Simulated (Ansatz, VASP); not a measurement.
## Pd in VASP and in Ansatz

```
CELL_PARAMETERS angstrom
0.00000 2.34948 4.96604
1.37285 0.00000 4.96604
1.37285 2.34948 0.00000
ATOMIC_POSITIONS crystal
Pd 0.13113 0.13113 0.86887
Pd 0.86887 0.86887 0.13113
```

Alike in both runs: functional PBE; k mesh 6 × 6 × 6; occupations gaussian, width 0.1 eV; no spin polarisation.

Ansatz relaxed the structure, and its values are those at the end. VASP's run is a single point on that final structure, the one shown.

|  | VASP | Ansatz |
| --- | --- | --- |
| version | VASP 6.6.1 | Ansatz 0.2.0 |
| potentials or method | VASP PAW PBE potentials, release 64 (Pd) | scalar-relativistic, plane waves, PAW |
| plane-wave cutoff (eV) | 520 | 420 |
| valence electrons in the cell | 20 | 36 |

VASP gave:

```
gap on the k mesh at the Fermi level (eV) : none
pressure (GPa)                            : -0.4
rms of the force components (eV/Å)        : 0.012
```

Q: Estimate Ansatz's values.

A: gap on the k mesh at the Fermi level (eV): none; pressure (GPa): -0.1; rms of the force components (eV/Å): 0.010.

A gap of «none» marks a metal or a gap that the smearing closes. With one functional, cell and mesh, what is left measures potentials, basis and numerics. The two sets of potentials don't hold the same shells in valence.

Caveats: the k mesh is coarse (spacing up to 0.45 Å⁻¹), so the values aren't converged.
